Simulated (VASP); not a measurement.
# ZnS (P6_3mc) in VASP: further runs, part 2 of 3

VASP 6.6.1. The steps go on from the part before.

### Step 3. Single point, PBEsol

This run uses another cell than the first one, of 19.23 Å³/atom.

Input file INCAR:

```
SYSTEM = ZnS
PREC = Accurate ; ENCUT = 520
EDIFF = 1E-6 ; ISMEAR = -1
SIGMA = 0.02 ; LREAL = .False.
LASPH = .True. ; NELM = 80
ALGO = Normal ; ISIF = 2
LWAVE = .False. ; LCHARG = .True.
GGA = PS ; LELF = .True.
LVHAR = .True. ; NBANDS = 26
```

Input file KPOINTS:

```
regular mesh
0
Gamma
  12 12 4
  0 0 0
```

Input file POSCAR:

```
ZnS
1.0
    3.7821397541      0.0000000000      0.0000000000
   -1.8910698771      3.2754291077      0.0000000000
    0.0000000000      0.0000000000      6.2075689759
Zn S
2 2
Direct
    0.3333333333      0.6666666667      0.0054119681
    0.6666666667      0.3333333333      0.5054119681
    0.3333333333      0.6666666667      0.3795880319
    0.6666666667      0.3333333333      0.8795880319
```

Potentials or basis: VASP PAW PBE potentials, release 64 (Zn, S).

Started as:

```sh
> cat potpaw_PBE.64/Zn/POTCAR potpaw_PBE.64/S/POTCAR > POTCAR
> mpirun -np 1 vasp_std > vasp.out
```

Run time: 1.8 min. Hardware: 1 thread of Intel Xeon Platinum 8259CL at 2.50GHz (Skylake/Cascade Lake), shared host; peak memory 0.24 GiB.

Results (log left out):

```
Free energy            : -15.1674 eV
Pressure               : 0.2 GPa
Band gap on the k mesh : 2.16 eV
```

Levels at points of the mesh, in eV from the valence-band top:
| k point | band 14 | band 15 | band 16 | band 17 | band 18 | band 19 | band 20 | band 21 | band 22 | band 23 |
| --- | --- | --- | --- | --- | --- | --- | --- | --- | --- | --- |
| (0.00, 0.00, 0.00) | -0.94 | -0.94 | -0.09 | 0.00 | 0.00 | 2.16 | 3.03 | 6.20 | 6.20 | 6.46 |
| (0.50, 0.00, 0.00) | -4.26 | -3.43 | -2.35 | -1.79 | -0.93 | 3.51 | 4.21 | 4.96 | 6.80 | 7.40 |
| (0.00, 0.00, 0.50) | -2.97 | -0.49 | -0.49 | -0.49 | -0.49 | 3.51 | 3.51 | 6.67 | 6.67 | 6.67 |
| (0.50, 0.00, 0.50) | -5.03 | -1.71 | -1.71 | -1.69 | -1.69 | 3.41 | 3.41 | 5.10 | 5.10 | 8.77 |

Caveat: the PAW data sets were made with another functional, which shifts forces and pressure a little.

### Step 4. Single point, r2SCAN

This run uses another cell than the first one, of 19.58 Å³/atom.

Input file POSCAR:

```
ZnS
1.0
    3.8054280165      0.0000000000      0.0000000000
   -1.9027140082      3.2955973345      0.0000000000
    0.0000000000      0.0000000000      6.2440174968
Zn S
2 2
Direct
    0.3333333333      0.6666666667      0.0053397627
    0.6666666667      0.3333333333      0.5053397627
    0.3333333333      0.6666666667      0.3796602373
    0.6666666667      0.3333333333      0.8796602373
```

Input file INCAR.step1:

```
SYSTEM = ZnS
ALGO = Normal ; EDIFF = 1E-4
ENCUT = 520 ; GGA = PE
ISMEAR = -1 ; LASPH = .TRUE.
LCHARG = .FALSE. ; LREAL = .FALSE.
LWAVE = .TRUE. ; NBANDS = 26
NELM = 80 ; PREC = Accurate
SIGMA = 0.02
```

Input file INCAR.step2:

```
SYSTEM = ZnS
ALGO = Normal ; EDIFF = 1E-6
ENCUT = 520 ; ISIF = 2
ISMEAR = -1 ; ISTART = 1
LASPH = .TRUE. ; LCHARG = .FALSE.
LMIXTAU = .TRUE. ; LREAL = .FALSE.
LWAVE = .FALSE. ; METAGGA = R2SCAN
NBANDS = 26 ; NELM = 80
PREC = Accurate ; SIGMA = 0.02
```

Input file KPOINTS:

```
k-points
0
G
  12 12 4
  0 0 0
```

Potentials or basis: VASP PAW PBE potentials, release 64 (Zn, S).

Started as:

```sh
> cat potpaw_PBE.64/Zn/POTCAR potpaw_PBE.64/S/POTCAR > POTCAR
> cp INCAR.step1 INCAR
> mpirun -np 1 vasp_std > vasp.out
> cp INCAR.step2 INCAR
> mpirun -np 1 vasp_std > vasp.out
```

OUTCAR:

```text
SYSTEM = ZnS
   EDIFF = 1E-6
   ENCUT = 520
   ISIF = 2
   ISMEAR = -1
   ISTART = 1
   LASPH = .TRUE.
   LREAL = .FALSE.
   METAGGA = R2SCAN
   NELM = 80
   PREC = Accurate

 ion  position               nearest neighbor table
   1  0.333  0.667  0.005-   4 2.33   4 2.33   4 2.33   3 2.34
   2  0.667  0.333  0.505-   3 2.33   3 2.33   3 2.33   4 2.34
   3  0.333  0.667  0.380-   2 2.33   2 2.33   2 2.33   1 2.34
   4  0.667  0.333  0.880-   1 2.33   1 2.33   1 2.33   2 2.34

  LATTYP: Found a hexagonal cell.
 ALAT       =     3.8054280165
 C/A-ratio  =     1.6408187120

  Lattice vectors:

 A1 = (   3.8054280165,   0.0000000000,   0.0000000000)
 A2 = (  -1.9027140082,   3.2955973345,   0.0000000000)
 A3 = (   0.0000000000,   0.0000000000,   6.2440174968)

Analysis of symmetry for initial positions (statically):
=====================================================================
 Subroutine PRICEL returns:
 Original cell was already a primitive cell.

 Routine SETGRP: Setting up the symmetry group for a
 hexagonal supercell.

 Subroutine GETGRP returns: Found 12 space group operations
 (whereof  6 operations were pure point group operations)
 out of a pool of 24 trial point group operations.

The static configuration has the point symmetry C_3v.
 The point group associated with its full space group is C_6v.

Analysis of symmetry for dynamics (positions and initial velocities):
=====================================================================
 Subroutine PRICEL returns:
 Original cell was already a primitive cell.

 Routine SETGRP: Setting up the symmetry group for a
 hexagonal supercell.

 Subroutine GETGRP returns: Found 12 space group operations
 (whereof  6 operations were pure point group operations)
 out of a pool of 24 trial point group operations.

The dynamic configuration has the point symmetry C_3v.
 The point group associated with its full space group is C_6v.

 Subroutine INISYM returns: Found 12 space group operations
 (whereof  6 operations are pure point group operations),
 and found     1 'primitive' translations

----------------------------------------------------------------------------------------

                                     Primitive cell

  volume of cell :      78.3072

  direct lattice vectors                    reciprocal lattice vectors
     3.805428017  0.000000000  0.000000000     0.262782529  0.151717564  0.000000000
    -1.902714008  3.295597335  0.000000000     0.000000000  0.303435128  0.000000000
     0.000000000  0.000000000  6.244017497     0.000000000  0.000000000  0.160153299

  length of vectors
     3.805428017  3.805428016  6.244017497     0.303435128  0.303435128  0.160153299

  position of ions in fractional coordinates (direct lattice)
     0.333333333  0.666666667  0.005339763
     0.666666667  0.333333333  0.505339763
     0.333333333  0.666666667  0.379660237
     0.666666667  0.333333333  0.879660237

  ion indices of the primitive-cell ions
   primitive index   ion index
                 1           1
                 2           2
                 3           3
                 4           4

----------------------------------------------------------------------------------------

 KPOINTS: k-points

Automatic generation of k-mesh.
 Grid dimensions read from file:
 generate k-points for:   12   12    4

 Generating k-lattice:

  Cartesian coordinates                     Fractional coordinates (reciprocal lattice)
     0.021898544  0.012643130  0.000000000     0.083333333  0.000000000  0.000000000
     0.000000000  0.025286261  0.000000000     0.000000000  0.083333333  0.000000000
     0.000000000  0.000000000  0.040038325     0.000000000  0.000000000  0.250000000

  Length of vectors
     0.025286261  0.025286261  0.040038325

  Shift w.r.t. Gamma in fractional coordinates (k-lattice)
     0.000000000  0.000000000  0.000000000

 Subroutine IBZKPT returns following result:
 ===========================================

 Found     57 irreducible k-points:

 Following reciprocal coordinates:
            Coordinates               Weight
  0.000000  0.000000  0.000000      1.000000
  0.083333  0.000000  0.000000      6.000000
  0.166667  0.000000  0.000000      6.000000
  0.250000  0.000000  0.000000      6.000000
  0.333333  0.000000  0.000000      6.000000
  0.416667  0.000000  0.000000      6.000000
[... 16 lines left out ...]
  0.250000  0.000000  0.250000     12.000000
  0.333333  0.000000  0.250000     12.000000
 [... further k-points ...]
   k-points           NKPTS =     57   k-points in BZ     NKDIM =     57   number of bands    NBANDS=     26
   number of dos      NEDOS =    301   number of ions     NIONS =      4
   total plane-waves  NPLWV =  37632
   dimension x,y,z NGX =    28 NGY =   28 NGZ =   48
   dimension x,y,z NGXF=    56 NGYF=   56 NGZF=   96
   ions per type =               2   2
   NGX,Y,Z   is equivalent  to a cutoff of  12.23, 12.23, 12.78 a.u.
   NGXF,Y,Z  is equivalent  to a cutoff of  24.46, 24.46, 25.56 a.u.
 SYSTEM =  ZnS
   PREC   = accura    normal or accurate (medium, high low for compatibility)
   ISTART =      1    job   : 0-new  1-cont  2-samecut
   ICHARG =      0    charge: 1-file 2-atom 10-const
   ISPIN  =      1    spin polarized calculation?
   LNONCOLLINEAR =      F non collinear calculations
   LSORBIT =      F    spin-orbit coupling
   LASPH  =      T    aspherical Exc in radial PAW
   ENCUT  =  520.0 eV  38.22 Ry    6.18 a.u.   7.08  7.08 11.61*2*pi/ulx,y,z
   NELM   =     80;   NELMIN=  2; NELMDL=  0     # of ELM steps
   EDIFF  = 0.1E-05   stopping-criterion for ELM
   LREAL  =      F    real-space projection
   EDIFFG = 0.1E-04   stopping-criterion for IOM
   NSW    =      0    number of steps for IOM
   IBRION =     -1    ionic relax: 0-MD 1-quasi-New 2-CG
   NFREE  =      0    steps in history (QN), initial steepest desc. (CG)
   ISIF   =      2    stress and relaxation
   ISYM   =      2    0-nonsym 1-usesym 2-fastsym
   POTIM  = 0.5000    time-step for ionic-motion
   TEBEG  =    0.0;   TEEND  =   0.0 temperature during run
   PSTRESS=    0.0 pullay stress
   NELECT =      36.0000    total number of electrons
   NUPDOWN=      -1.0000    fix difference up-down
   EMIN   =  10.00;   EMAX   =-10.00  energy-range for DOS
   EFERMI =   0.00;   METHOD = LEGACY
   ISMEAR =    -1;   SIGMA  =   0.02  broadening in eV -4-tet -1-fermi 0-gaus
   EFERMI_NEDOS =   21; number of points for ismear=-14 and -15
   IALGO  =     38    algorithm
   IMIX   =      4    mixing-type and parameters
     AMIX     =   0.40;   BMIX     =  1.00
     AMIX_MAG =   1.60;   BMIX_MAG =  1.00
  volume/ion in A,a.u.               =      19.58       132.11
  Fermi-wavevector in a.u.,A,eV,Ry     =   1.263500  2.387668 21.720762  1.596431
  Thomas-Fermi vector in A             =   2.396853
   LORBIT       =      0    0 simple, 1 ext, 2 COOP (PROOUT), +10 PAW based schemes
   METAGGA = R2SCAN    functional components
   LHFCALC =     F    Hartree Fock is set to
   AEXX    =    0.0000 exact exchange contribution
   IVDW    =     0    specifies the selected vdW correction
   LEPSILON=     F    determine dielectric tensor
   LRPA    =     F    only Hartree local field effects (RPA)
 non-spin polarized calculation
  energy-cutoff  :      520.00
  volume of cell :       78.31
 maximum number of plane-waves:      2130
   NGX = 15   NGY = 15   NGZ = 23

 number of electron      35.9999994 magnetization

 Free energy of the ion-electron system (eV)
  ---------------------------------------------------
  ext. energy  EPLUGINS =         0.00000000
  ---------------------------------------------------
  free energy    TOTEN  =       -37.72374041 eV

  energy without entropy =      -37.72374041  energy(sigma->0) =      -37.72374041

 E-fermi :   2.3094     XC(G=0): -10.3158

 val. band max:        1.9229766348   @ k =   0.0000   0.0000   0.0000
 cond. band min:       4.7134333359   @ k =   0.0000   0.0000   0.0000
 fundamental gap:      2.7904567011
 Fermi energy:         2.3093613421

 k-point     1 :       0.0000    0.0000    0.0000
  band No.  band energies     occupation
      1     -11.8338      2.00000
      2     -10.8724      2.00000
      3      -4.6136      2.00000
      4      -4.5995      2.00000
      5      -4.5995      2.00000
      6      -4.5083      2.00000
[... 685 lines left out ...]
     25      11.3549      0.00000
     26      12.3715      0.00000

 [... further k-points ...]

------------------------ aborting loop because EDIFF is reached ----------------------------------------

  FORCE on cell =-STRESS in cart. coord.  units (eV):
  Direction    XX          YY          ZZ          XY          YZ          ZX
  --------------------------------------------------------------------------------------
  -------------------------------------------------------------------------------------
  Total        0.0597879      0.0597879      0.0392211      0.0000000      0.0000000     -0.0000000
  in kB        1.2232697      1.2232697      0.8024696      0.0000000      0.0000000     -0.0000000
  external PRESSURE =       1.0830030 kB  Pullay stress =       0.0000000 kB

 VOLUME and BASIS-vectors are now :
 -----------------------------------------------------------------------------
  energy-cutoff  :      520.00
  volume of cell :       78.31
      direct lattice vectors                 reciprocal lattice vectors
     3.805428017  0.000000000  0.000000000     0.262782529  0.151717564  0.000000000
    -1.902714008  3.295597335  0.000000000     0.000000000  0.303435128  0.000000000
     0.000000000  0.000000000  6.244017497     0.000000000  0.000000000  0.160153299

 POSITION                                       TOTAL-FORCE (eV/Angst)
 -----------------------------------------------------------------------------------
     -0.00000      2.19706      0.03334         0.000000     -0.000000      0.005498
      1.90271      1.09853      3.15535        -0.000000      0.000000      0.005498
     -0.00000      2.19706      2.37061         0.000000      0.000000     -0.005498
      1.90271      1.09853      5.49261        -0.000000      0.000000     -0.005498
 -----------------------------------------------------------------------------------
    total drift:                               -0.000000      0.000000      0.012182

  FREE ENERGIE OF THE ION-ELECTRON SYSTEM (eV)
  ---------------------------------------------------
  free  energy   TOTEN  =       -37.7237404117 eV

  energy  without entropy=      -37.7237404117  energy(sigma->0) =      -37.72374041
```

It took 5.7 min on 1 thread of Intel Xeon Platinum 8259CL at 2.50GHz (Skylake/Cascade Lake), shared host; peak memory 0.25 GiB.

What came out:

- Free energy: -37.7237 eV
- Pressure: 0.1 GPa
- Largest force: 0.005 eV/Å
- Band gap on the k mesh: 2.79 eV

Forces in eV/Å, atoms in the order of the input:
```
Zn   0.000  0.000  0.005
Zn   0.000  0.000  0.005
S    0.000  0.000 -0.005
S    0.000  0.000 -0.005
```

Caveat: the PAW data sets were made with another functional, which shifts forces and pressure a little.

[end of part 2 of 3]
